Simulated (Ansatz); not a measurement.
Two Ansatz runs on BaO

The cell is COD entry 5910030, as deposited and not checked against the literature; nothing was relaxed. It differs from other determinations.

First run: DFT, LDA, PAW with Ansatz's default frozen-core files, scalar-relativistic (Ansatz 0.2.0).

Command: `ansatz run input.yaml --threads 1 --pin off --max-ram 2048MiB --backend cpu --events-out ev --progress --plain --runs-dir out` The run took 4 s on 1 thread of Arm Neoverse V1, on a shared host, peak memory 0.35 GiB.

```yaml
crystal:
  lattice:
    - [0.0, 2.75, 2.75]
    - [2.75, 0.0, 2.75]
    - [2.75, 2.75, 0.0]
  atoms:
    - { symbol: Ba, position: [0.0, 0.0, 0.0] }
    - { symbol: O, position: [0.5, 0.5, 0.5] }
kpoints:
  mp_grid: { grid: [8, 8, 8] }
  band_path:
    path:
      - [0.0, 0.0, 0.0]
      - [0.5, 0.0, 0.5]
      - [0.625, 0.25, 0.625]
      - [0.375, 0.375, 0.75]
      - [0.0, 0.0, 0.0]
      - [0.5, 0.5, 0.5]
      - [0.5, 0.25, 0.75]
      - [0.5, 0.0, 0.5]
    npoints: 5
scf:
  occupations: { method: fermi_dirac, width: 0.02 }
hamiltonian:
  xc: lda
  pseudopotentials: { kind: paw }
output:
  forces: true
  stress: true
  eigenvalues: true
  efg: { contact_densities: true }
```

Result: converged; pressure -2.87 GPa; gap on the k mesh 1.83 eV; 6 SCF iterations.

No spin–orbit coupling, which matters for the heavy atoms here.

The input is then changed:

```diff
@@ -8,5 +8,5 @@
     - { symbol: O, position: [0.5, 0.5, 0.5] }
 kpoints:
-  mp_grid: { grid: [8, 8, 8] }
+  mp_grid: { grid: [8, 8, 8], shift: [0.5, 0.5, 0.5] }
   band_path:
     path:
@@ -21,5 +21,5 @@
     npoints: 5
 scf:
-  occupations: { method: fermi_dirac, width: 0.02 }
+  occupations: { method: gaussian, width: 0.05 }
 hamiltonian:
   xc: lda
@@ -30,3 +30,7 @@
   eigenvalues: true
   efg: { contact_densities: true }
+  write_density: true
+  write_potential: true
+  elf: true
+  volumetric_format: npy
```

(1) Predict the outcome of the changed run.

Answers

(1) It converged; energy at zero smearing 0.0 meV/atom from the first run; pressure -2.87 GPa; gap on the k mesh 2.00 eV (the mesh can miss the band edges); 6 SCF iterations.
